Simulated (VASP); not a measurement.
# GaP (F-43m) in VASP: further runs, part 2 of 2

VASP 6.6.1. The steps go on from the part before.

**3. Band structure, PBE**

Input file INCAR:

```
  PREC = Accurate
  ENCUT = 520
  EDIFF = 1E-7
  ISMEAR = -1
  SIGMA = 0.05
  LREAL = F
  LASPH = T
  NELM = 100
  ALGO = Fast
  ISIF = 2
  LWAVE = F
  LCHARG = F
  GGA = PE
  NBANDS = 16
```

Input file KPOINTS:

```
regular mesh
0
Gamma
  8 8 8
```

Input file POSCAR:

```
GaP
1.0
    0.0000000000      2.7252500000      2.7252500000
    2.7252500000      0.0000000000      2.7252500000
    2.7252500000      2.7252500000      0.0000000000
Ga P
1 1
Direct
    0.0000000000      0.0000000000      0.0000000000
    0.7500000000      0.7500000000      0.7500000000
```

Input file KPOINTS_OPT:

```
path GXWKGLUWLK,UX
20
line-mode
reciprocal
 0.0000000000  0.0000000000  0.0000000000  G
 0.5000000000  0.0000000000  0.5000000000  X

 0.5000000000  0.0000000000  0.5000000000  X
 0.5000000000  0.2500000000  0.7500000000  W

 0.5000000000  0.2500000000  0.7500000000  W
 0.3750000000  0.3750000000  0.7500000000  K

 0.3750000000  0.3750000000  0.7500000000  K
 0.0000000000  0.0000000000  0.0000000000  G

 0.0000000000  0.0000000000  0.0000000000  G
 0.5000000000  0.5000000000  0.5000000000  L

 0.5000000000  0.5000000000  0.5000000000  L
 0.6250000000  0.2500000000  0.6250000000  U

 0.6250000000  0.2500000000  0.6250000000  U
 0.5000000000  0.2500000000  0.7500000000  W

 0.5000000000  0.2500000000  0.7500000000  W
 0.5000000000  0.5000000000  0.5000000000  L

 0.5000000000  0.5000000000  0.5000000000  L
 0.3750000000  0.3750000000  0.7500000000  K

 0.6250000000  0.2500000000  0.6250000000  U
 0.5000000000  0.0000000000  0.5000000000  X
```

Potentials or basis: VASP PAW PBE potentials, release 54 (Ga_d, P).

On the command line:

```bash
$ cat potpaw_PBE.54/Ga_d/POTCAR potpaw_PBE.54/P/POTCAR > POTCAR
$ mpirun -np 1 vasp_std > vasp.out
```

OUTCAR:

```text
PREC = Accurate
   ENCUT = 520
   EDIFF = 1E-7
   ISMEAR = -1
   LREAL = F
   LASPH = T
   NELM = 100
   ISIF = 2
   GGA = PE

 ion  position               nearest neighbor table
   1  0.000  0.000  0.000-   2 2.36   2 2.36   2 2.36   2 2.36
   2  0.750  0.750  0.750-   1 2.36   1 2.36   1 2.36   1 2.36

  LATTYP: Found a face centered cubic cell.
 ALAT       =     5.4505000000

  Lattice vectors:

 A1 = (   0.0000000000,   2.7252500000,   2.7252500000)
 A2 = (   2.7252500000,   0.0000000000,   2.7252500000)
 A3 = (   2.7252500000,   2.7252500000,   0.0000000000)

Analysis of symmetry for initial positions (statically):
=====================================================================
 Subroutine PRICEL returns:
 Original cell was already a primitive cell.

 Routine SETGRP: Setting up the symmetry group for a
 face centered cubic supercell.

 Subroutine GETGRP returns: Found 24 space group operations
 (whereof 24 operations were pure point group operations)
 out of a pool of 48 trial point group operations.

The static configuration has the point symmetry T_d .

Analysis of symmetry for dynamics (positions and initial velocities):
=====================================================================
 Subroutine PRICEL returns:
 Original cell was already a primitive cell.

 Routine SETGRP: Setting up the symmetry group for a
 face centered cubic supercell.

 Subroutine GETGRP returns: Found 24 space group operations
 (whereof 24 operations were pure point group operations)
 out of a pool of 48 trial point group operations.

The dynamic configuration has the point symmetry T_d .

 Subroutine INISYM returns: Found 24 space group operations
 (whereof 24 operations are pure point group operations),
 and found     1 'primitive' translations

----------------------------------------------------------------------------------------

                                     Primitive cell

[... 110 lines left out ...]
     AMIX_MAG =   1.60;   BMIX_MAG =  1.00
  volume/ion in A,a.u.               =      20.24       136.59
  Fermi-wavevector in a.u.,A,eV,Ry     =   1.249538  2.361284 21.243377  1.561344
  Thomas-Fermi vector in A             =   2.383574
   LORBIT       =      0    0 simple, 1 ext, 2 COOP (PROOUT), +10 PAW based schemes
   GGA     = PE    functional components
   LHFCALC =     F    Hartree Fock is set to
   AEXX    =    0.0000 exact exchange contribution
   IVDW    =     0    specifies the selected vdW correction
   LEPSILON=     F    determine dielectric tensor
   LRPA    =     F    only Hartree local field effects (RPA)
 non-spin polarized calculation
 RMM-DIIS sequential band-by-band and
  energy-cutoff  :      520.00
  volume of cell :       40.48
 maximum number of plane-waves:      1106
 NGX is ok and might be reduce to    30
   NGX = 15   NGY = 15   NGZ = 15

 number of electron      17.9999989 magnetization

 Free energy of the ion-electron system (eV)
  ---------------------------------------------------
  ext. energy  EPLUGINS =         0.00000000
  ---------------------------------------------------
  free energy    TOTEN  =        -9.11612139 eV

  energy without entropy =       -9.11612139  energy(sigma->0) =       -9.11612139

 E-fermi :   5.4429     XC(G=0):  -9.8328

 val. band max:        4.6525814535   @ k =   0.0000   0.0000   0.0000
 cond. band min:       6.2942653313   @ k =   0.3750   0.3750   0.0000
 fundamental gap:      1.6416838778
 Fermi energy:         5.4428514298

 k-point     1 :       0.0000    0.0000    0.0000
  band No.  band energies     occupation
      1      -9.8988      2.00000
      2      -9.8988      2.00000
      3      -9.8988      2.00000
      4      -9.7991      2.00000
      5      -9.7991      2.00000
      6      -7.8392      2.00000
[... 433 lines left out ...]
      3      -9.8559      2.00000
      4      -9.8042      2.00000
      5      -9.7918      2.00000
      6      -5.3673      2.00000
[... 8 lines left out ...]
     15      16.6580      0.00000
     16      17.1625      0.00000

 [... further k-points ...]

------------------------ aborting loop because EDIFF is reached ----------------------------------------

  FORCE on cell =-STRESS in cart. coord.  units (eV):
  Direction    XX          YY          ZZ          XY          YZ          ZX
  --------------------------------------------------------------------------------------
  -------------------------------------------------------------------------------------
  Total        0.6255924      0.6255924      0.6255924     -0.0000000     -0.0000000      0.0000000
  in kB       24.7601356     24.7601356     24.7601356     -0.0000000     -0.0000000      0.0000000
  external PRESSURE =      24.7601356 kB  Pullay stress =       0.0000000 kB

 VOLUME and BASIS-vectors are now :
 -----------------------------------------------------------------------------
  energy-cutoff  :      520.00
  volume of cell :       40.48
      direct lattice vectors                 reciprocal lattice vectors
     0.000000000  2.725250000  2.725250000    -0.183469406  0.183469406  0.183469406
     2.725250000  0.000000000  2.725250000     0.183469406 -0.183469406  0.183469406
     2.725250000  2.725250000  0.000000000     0.183469406  0.183469406 -0.183469406

 POSITION                                       TOTAL-FORCE (eV/Angst)
 -----------------------------------------------------------------------------------
      0.00000      0.00000      0.00000        -0.000000     -0.000000     -0.000000
      4.08788      4.08788      4.08788         0.000000      0.000000      0.000000
 -----------------------------------------------------------------------------------
    total drift:                               -0.000002     -0.000002     -0.000002

  FREE ENERGIE OF THE ION-ELECTRON SYSTEM (eV)
  ---------------------------------------------------
  free  energy   TOTEN  =        -9.1161213918 eV

  energy  without entropy=       -9.1161213888  energy(sigma->0) =       -9.11612139
```

OSZICAR:

```text
N       E                     dE             d eps       ncg     rms          rms(c)
DAV:   1     0.804628671124E+02    0.80463E+02   -0.90530E+03   944   0.161E+03
DAV:   2    -0.324547505233E+01   -0.83708E+02   -0.79662E+02  1064   0.308E+02
DAV:   3    -0.928423065994E+01   -0.60388E+01   -0.60155E+01  1144   0.646E+01
DAV:   4    -0.938364864033E+01   -0.99418E-01   -0.99394E-01  1168   0.912E+00
DAV:   5    -0.938551442998E+01   -0.18658E-02   -0.18657E-02  1192   0.109E+00    0.425E+00
RMM:   6    -0.914190626609E+01    0.24361E+00   -0.26784E-01  1366   0.415E+00    0.271E+00
RMM:   7    -0.911541791284E+01    0.26488E-01   -0.12195E-01  1335   0.158E+00    0.120E+00
RMM:   8    -0.911550781155E+01   -0.89899E-04   -0.17008E-02  1412   0.116E+00    0.155E-01
RMM:   9    -0.911592420820E+01   -0.41640E-03   -0.31744E-03  1484   0.517E-01    0.609E-02
RMM:  10    -0.911612434881E+01   -0.20014E-03   -0.60292E-04  1468   0.224E-01    0.248E-02
[... 55 further cycles ...]
DAV:   7    -0.297880422876E+04   -0.81581E-05     1160
DAV:   8    -0.297880422884E+04   -0.81124E-07      976
       N       E                     dE             ncg
DAV:   1     0.163397894857E+04   -0.18349E+05      848
DAV:   2    -0.542932974590E+03   -0.21769E+04      976
DAV:   3    -0.700450348949E+03   -0.15752E+03      984
DAV:   4    -0.703079614099E+03   -0.26293E+01     1152
DAV:   5    -0.703128844551E+03   -0.49230E-01     1048
DAV:   6    -0.703131191272E+03   -0.23467E-02     1336
DAV:   7    -0.703131198721E+03   -0.74482E-05     1048
DAV:   8    -0.703131198804E+03   -0.83112E-07      984
```

stdout:

```text
POSCAR found type information on POSCAR GaP
 POSCAR found :  2 types and       2 ions
 scaLAPACK will be used
 LDA part: xc-table for (Slater+PW92), standard interpolation
 POSCAR, INCAR and KPOINTS ok, starting setup
 FFT: planning ... GRIDC
 FFT: planning ... GRID_SOFT
 FFT: planning ... GRID
 WAVECAR not read
 entering main loop
 Start KPOINTS_OPT (optional k-point list driver)
k-point batch [1-29\200]
k-point batch [30-58\200]
k-point batch [59-87\200]
k-point batch [88-116\200]
k-point batch [117-145\200]
k-point batch [146-174\200]
k-point batch [175-200\200]
```

It took 44 s on 1 thread of Intel Xeon 6975P-C (Granite Rapids), shared host; peak memory 0.18 GiB.

What came out:

| Item | Value |
| --- | --- |
| Free energy | -9.1161 eV |
| Pressure | 2.5 GPa |
| Band gap on the k mesh | 1.64 eV, indirect (least direct gap 1.83 eV) |
| Band gap along the path | 1.59 eV, indirect (least direct gap 1.83 eV) |

Levels at the corners of the path, in eV from the valence-band top:
```tsv
point	band 6	band 7	band 8	band 9	band 10	band 11	band 12	band 13
Γ	-12.49	0.00	0.00	0.00	1.83	3.89	3.89	3.89
X	-9.53	-6.75	-2.68	-2.68	1.65	1.82	10.60	10.60
X	-9.53	-6.75	-2.68	-2.68	1.65	1.82	10.60	10.60
W	-9.43	-6.55	-3.57	-3.42	4.71	4.87	6.11	6.16
W	-9.43	-6.55	-3.57	-3.42	4.71	4.87	6.11	6.16
K	-9.56	-6.54	-3.93	-2.25	2.19	4.80	8.25	8.27
K	-9.56	-6.54	-3.93	-2.25	2.19	4.80	8.25	8.27
Γ	-12.49	0.00	0.00	0.00	1.83	3.89	3.89	3.89
Γ	-12.49	0.00	0.00	0.00	1.83	3.89	3.89	3.89
L	-10.43	-6.63	-1.12	-1.12	1.67	4.72	4.72	8.29
L	-10.43	-6.63	-1.12	-1.12	1.67	4.72	4.72	8.29
U	-9.56	-6.54	-3.93	-2.25	2.19	4.80	8.25	8.27
U	-9.56	-6.54	-3.93	-2.25	2.19	4.80	8.25	8.27
W	-9.43	-6.55	-3.57	-3.42	4.71	4.87	6.11	6.16
W	-9.43	-6.55	-3.57	-3.42	4.71	4.87	6.11	6.16
L	-10.43	-6.63	-1.12	-1.12	1.67	4.72	4.72	8.29
L	-10.43	-6.63	-1.12	-1.12	1.67	4.72	4.72	8.29
K	-9.56	-6.54	-3.93	-2.25	2.19	4.80	8.25	8.27
U	-9.56	-6.54	-3.93	-2.25	2.19	4.80	8.25	8.27
X	-9.53	-6.75	-2.68	-2.68	1.65	1.82	10.60	10.60
```

**4. Band structure, PBE**

Input file INCAR:

```
SYSTEM = GaP
  PREC = Accurate
  ENCUT = 500
  EDIFF = 1E-6
  ISMEAR = -1
  SIGMA = 0.05
  LREAL = .FALSE.
  LASPH = .TRUE.
  NELM = 60
  ALGO = Normal
  ISIF = 2
  LWAVE = .FALSE.
  LCHARG = .FALSE.
  GGA = PE
```

Input file KPOINTS:

```
regular mesh
0
G
  8 8 8
  0 0 0
```

POSCAR is that of step 3.

Changes to KPOINTS_OPT since step 3:

```diff
@@ -1,3 +1,3 @@
 path GXWKGLUWLK,UX
-20
+15
 line-mode
```

Potentials or basis: VASP PAW PBE potentials, release 54 (Ga, P).

On the command line:

```bash
$ cat potpaw_PBE.54/Ga/POTCAR potpaw_PBE.54/P/POTCAR > POTCAR
$ mpirun -np 1 vasp_std > vasp.out
```

OUTCAR:

```text
SYSTEM = GaP
   PREC = Accurate
   ENCUT = 500
   EDIFF = 1E-6
   ISMEAR = -1
   LREAL = .FALSE.
   LASPH = .TRUE.
   NELM = 60
   ISIF = 2
   GGA = PE

 ion  position               nearest neighbor table
   1  0.000  0.000  0.000-   2 2.36   2 2.36   2 2.36   2 2.36
   2  0.750  0.750  0.750-   1 2.36   1 2.36   1 2.36   1 2.36

  LATTYP: Found a face centered cubic cell.
 ALAT       =     5.4505000000

  Lattice vectors:

 A1 = (   0.0000000000,   2.7252500000,   2.7252500000)
 A2 = (   2.7252500000,   0.0000000000,   2.7252500000)
 A3 = (   2.7252500000,   2.7252500000,   0.0000000000)

Analysis of symmetry for initial positions (statically):
=====================================================================
 Subroutine PRICEL returns:
 Original cell was already a primitive cell.

 Routine SETGRP: Setting up the symmetry group for a
 face centered cubic supercell.

 Subroutine GETGRP returns: Found 24 space group operations
 (whereof 24 operations were pure point group operations)
 out of a pool of 48 trial point group operations.

The static configuration has the point symmetry T_d .

Analysis of symmetry for dynamics (positions and initial velocities):
[... 160 lines left out ...]

 val. band max:        3.3303758239   @ k =   0.0000   0.0000   0.0000
 cond. band min:       4.9964779423   @ k =   0.5000   0.5000   0.0000
 fundamental gap:      1.6661021184
 Fermi energy:         4.1348585617

 k-point     1 :       0.0000    0.0000    0.0000
  band No.  band energies     occupation
      1      -9.1311      2.00000
      2       3.3304      2.00000
      3       3.3304      2.00000
      4       3.3304      2.00000
      5       5.2246      0.00000
      6       7.2679      0.00000
      7       7.2679      0.00000
      8       7.2679      0.00000
[... 243 lines left out ...]
 k-point    24 :      -0.3750    0.2500    0.1250
  band No.  band energies     occupation
      1      -6.8071      2.00000
      2      -3.0434      2.00000
      3       0.1467      2.00000
      4       1.4074      2.00000
      5       6.8357      0.00000
      6       7.6609      0.00000
      7       9.8284      0.00000
      8      11.2914      0.00000

 [... further k-points ...]
[... 5 lines left out ...]
  --------------------------------------------------------------------------------------
  -------------------------------------------------------------------------------------
  Total        1.0045090      1.0045090      1.0045090      0.0000000      0.0000000     -0.0000000
  in kB       39.7571619     39.7571619     39.7571619      0.0000000      0.0000000     -0.0000000
  external PRESSURE =      39.7571619 kB  Pullay stress =       0.0000000 kB

 VOLUME and BASIS-vectors are now :
 -----------------------------------------------------------------------------
  energy-cutoff  :      500.00
  volume of cell :       40.48
      direct lattice vectors                 reciprocal lattice vectors
     0.000000000  2.725250000  2.725250000    -0.183469406  0.183469406  0.183469406
     2.725250000  0.000000000  2.725250000     0.183469406 -0.183469406  0.183469406
     2.725250000  2.725250000  0.000000000     0.183469406  0.183469406 -0.183469406

 POSITION                                       TOTAL-FORCE (eV/Angst)
 -----------------------------------------------------------------------------------
      0.00000      0.00000      0.00000        -0.000000     -0.000000     -0.000000
      4.08788      4.08788      4.08788         0.000000      0.000000      0.000000
 -----------------------------------------------------------------------------------
    total drift:                               -0.000000     -0.000000     -0.000000

  FREE ENERGIE OF THE ION-ELECTRON SYSTEM (eV)
  ---------------------------------------------------
  free  energy   TOTEN  =        -9.0827713543 eV

  energy  without entropy=       -9.0827713520  energy(sigma->0) =       -9.08277135
```

OSZICAR:

```text
N       E                     dE             d eps       ncg     rms          rms(c)
DAV:   1     0.163757977298E+02    0.16376E+02   -0.35598E+03   464   0.830E+02
DAV:   2    -0.886160735995E+01   -0.25237E+02   -0.24031E+02   704   0.101E+02
[... 45 lines left out ...]
DAV:   1     0.172685962089E+03   -0.79058E+04      464
DAV:   2    -0.446346358626E+03   -0.61903E+03      648
DAV:   3    -0.458716591007E+03   -0.12370E+02      680
DAV:   4    -0.458759590304E+03   -0.42999E-01      784
DAV:   5    -0.458759605805E+03   -0.15501E-04      664
DAV:   6    -0.458759605864E+03   -0.58624E-07      760
       N       E                     dE             ncg
DAV:   1     0.718492742443E+04   -0.12898E+04       80
DAV:   2     0.708235071423E+04   -0.10258E+03      112
DAV:   3     0.708018409858E+04   -0.21666E+01      104
DAV:   4     0.708017405522E+04   -0.10043E-01      160
DAV:   5     0.708017405463E+04   -0.58624E-06      128
```

stdout:

```text
POSCAR found type information on POSCAR GaP
 POSCAR found :  2 types and       2 ions
 scaLAPACK will be used
 LDA part: xc-table for (Slater+PW92), standard interpolation
 POSCAR, INCAR and KPOINTS ok, starting setup
 FFT: planning ... GRIDC
 FFT: planning ... GRID_SOFT
 FFT: planning ... GRID
 WAVECAR not read
 entering main loop
 Start KPOINTS_OPT (optional k-point list driver)
k-point batch [1-29\150]
k-point batch [30-58\150]
k-point batch [59-87\150]
k-point batch [88-116\150]
k-point batch [117-145\150]
k-point batch [146-150\150]
```

It took 12 s on 1 thread of Intel Xeon 6975P-C (Granite Rapids), shared host; peak memory 0.16 GiB.

What came out:

* Free energy: -9.0828 eV
* Pressure: 4.0 GPa
* Band gap on the k mesh: 1.67 eV, indirect (least direct gap 1.89 eV)
* Band gap along the path: 1.61 eV, indirect (least direct gap 1.89 eV)

Levels at the corners of the path, in eV from the valence-band top:
```csv
point,band 1,band 2,band 3,band 4,band 5,band 6,band 7,band 8
Γ,-12.46,0.00,0.00,0.00,1.89,3.94,3.94,3.94
X,-9.65,-6.71,-2.66,-2.66,1.67,1.86,10.65,10.66
X,-9.65,-6.71,-2.66,-2.66,1.67,1.86,10.65,10.66
W,-9.58,-6.49,-3.58,-3.39,4.73,4.92,6.15,6.20
W,-9.58,-6.49,-3.58,-3.39,4.73,4.92,6.15,6.20
K,-9.70,-6.49,-3.93,-2.24,2.22,4.84,8.29,8.31
K,-9.70,-6.49,-3.93,-2.24,2.22,4.84,8.29,8.31
Γ,-12.46,0.00,0.00,0.00,1.89,3.94,3.94,3.94
Γ,-12.46,0.00,0.00,0.00,1.89,3.94,3.94,3.94
L,-10.53,-6.59,-1.11,-1.11,1.73,4.76,4.76,8.30
L,-10.53,-6.59,-1.11,-1.11,1.73,4.76,4.76,8.30
U,-9.70,-6.49,-3.93,-2.24,2.22,4.84,8.29,8.31
U,-9.70,-6.49,-3.93,-2.24,2.22,4.84,8.29,8.31
W,-9.58,-6.49,-3.58,-3.39,4.73,4.92,6.15,6.20
W,-9.58,-6.49,-3.58,-3.39,4.73,4.92,6.15,6.20
L,-10.53,-6.59,-1.11,-1.11,1.73,4.76,4.76,8.30
L,-10.53,-6.59,-1.11,-1.11,1.73,4.76,4.76,8.30
K,-9.70,-6.49,-3.93,-2.24,2.22,4.84,8.29,8.31
U,-9.70,-6.49,-3.93,-2.24,2.22,4.84,8.29,8.31
X,-9.65,-6.71,-2.66,-2.66,1.67,1.86,10.65,10.73
```

**5. The runs side by side**

| potentials or basis | cutoff (eV) | further INCAR settings | gap on the mesh (eV) | pressure (GPa) |
| --- | --- | --- | --- | --- |
| VASP PAW PBE potentials, release 64 (Ga_h, P_h) | 900 | ALGO = Fast; EDIFF = 1e-06 | 1.64 | 2.5 |
| VASP PAW PBE potentials, release 54 (Ga_d, P) | 520 | ALGO = Fast; EDIFF = 1e-07; NBANDS = 16 | 1.64 | 2.5 |
| VASP PAW PBE potentials, release 54 (Ga, P) | 500 | ALGO = Normal; EDIFF = 1e-06 | 1.67 | 4.0 |

Alike in all rows: task band structure; level PBE; no spin polarisation; cell as given; k mesh 8 × 8 × 8; smearing fermi-dirac 0.05 eV.

Total energies depend on the potentials used, so only differences within one code and one set of settings carry meaning.

**6. How close it comes**

Step 2. Measured gap of GaP: 2.34 eV (indirect; 10 K; quoted in “Stacking defects in GaP nanowires: Electronic structure and optical properties”, 2018, arxiv:1810.01194). This calculation gives 1.59 eV (-0.75 eV). Spin-orbit coupling on Ga is left out. The value is that of PBE, without temperature or zero-point motion. Semilocal functionals fall short of measured gaps as a rule.

Step 3. Measured gap of GaP: 2.34 eV (indirect; 10 K; quoted in “Stacking defects in GaP nanowires: Electronic structure and optical properties”, 2018, arxiv:1810.01194). This calculation gives 1.59 eV (-0.75 eV). Spin-orbit coupling on Ga is left out. The value is that of PBE, without temperature or zero-point motion. Semilocal functionals fall short of measured gaps as a rule.

Step 4. Against the measured gap of GaP, 2.34 eV (indirect; 10 K; quoted in “Stacking defects in GaP nanowires: Electronic structure and optical properties”, 2018, arxiv:1810.01194), the calculated 1.61 eV is off by -0.73 eV. Spin-orbit coupling on Ga is left out. The value is that of PBE, without temperature or zero-point motion. Semilocal functionals fall short of measured gaps as a rule.
